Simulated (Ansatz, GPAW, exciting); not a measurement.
Sb: 4 runs at one level of theory

```
Sb
1.0
     2.15420    1.24373    3.75800
    -2.15420    1.24373    3.75800
     0.00000   -2.48746    3.75800
Sb
2
Cartesian
  0.0000 0.0000 8.6416
  0.0000 0.0000 2.6324
```

Alike in all runs: task single point; functional PBE; k mesh 8 × 8 × 8; occupations gaussian, width 0.011 eV; no spin polarisation; no spin-orbit coupling. Pressure is positive in compression and, in plane waves, holds the error of the finite cutoff, which Ansatz's Pulay term estimates and takes out.

```
                                                         program and potentials  plane-wave cutoff (eV)                             notes  pressure (GPa)  largest force (eV/Å)
                                                             Ansatz, Ansatz PAW                     420  Pulay term of +0.03 GPa included            2.70                 0.141
exciting, all-electron LAPW+lo, shipped species files, valence relativity iora*                       -                                 -               -                 0.160
                                 Ansatz, all-electron LAPW, scalar-relativistic                       -                                 -            2.71                 0.141
                                     GPAW, GPAW PAW data sets (gpaw-data 1.2.1)                     600                                 -            2.40                 0.124
```

Force on atom 1 (Sb), eV/Å:

```
                                                         program and potentials      x      y       z
                                                             Ansatz, Ansatz PAW  0.000  0.000  -0.141
exciting, all-electron LAPW+lo, shipped species files, valence relativity iora*  0.000  0.000  -0.160
                                 Ansatz, all-electron LAPW, scalar-relativistic  0.000  0.000  -0.141
                                     GPAW, GPAW PAW data sets (gpaw-data 1.2.1)  0.000  0.000  -0.124
```

The pressure spans 2.40 (GPAW, GPAW PAW data sets (gpaw-data 1.2.1)) to 2.71 GPa (Ansatz, all-electron LAPW, scalar-relativistic), with all-electron results at 2.71.

The functional is the same throughout but for its coding, so the spread measures potentials, basis and numerics; runs on potential files found faulty are left out.

The cell lies close to the measured A7 structure of antimony, so the positive pressure in every run that reports one is the familiar PBE underbinding: the functional prefers a larger volume. The force on atom 1 points away from its three nearer neighbours and towards the three farther ones in the next bilayer. At this fixed cell, PBE therefore favours longer short bonds and a weaker Peierls-like distortion, the alternation of short and long p-bonds that separates A7 from simple cubic. Both responses suggest that the covalent bonds within the bilayer are held slightly too short for this functional.

The Ansatz PAW and LAPW runs agree at 2.70 and 2.71 GPa and share a force of 0.141 eV/Å, so the PAW potential adds little error here. GPAW gives a lower pressure and a smaller force, probably through its data set or residual basis error, but the direction of relaxation is unchanged. A single geometry fixes neither the equilibrium volume nor the size of the relaxed distortion.
